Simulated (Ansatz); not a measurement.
Start from CsCl in the CsCl type structure (space group Pm-3m, No. 221; a = 4.140 Å). Axes: x, y, z lie along the cube axes.

All numbers come from r2SCAN in Ansatz (plane waves to 500 eV, PAW, no spin-orbit coupling).

For the base:

```
Quantity             Value
-------------  -----------
Gap character  direct at Γ
```

It is then changed as follows: tensor shear ε_xz = +2.16 % (engineering shear γ = 0.0432), atoms relaxed at fixed cell.

**Question.** What happens to the gap character?

**Answer.** The gap character is still direct at Γ.

**Question.** Estimate the effect on the electron mass.

**Answer.** The electron mass is 0.36 mₑ along y, 0.79 mₑ across (at Γ).

The cells carry an imposed strain or load. Effective masses come from finite differences of ±0.01 Å⁻¹. No phonon test of stability was made. k-point labels follow each cell's own Brillouin zone.

Ansatz is a first-principles code.
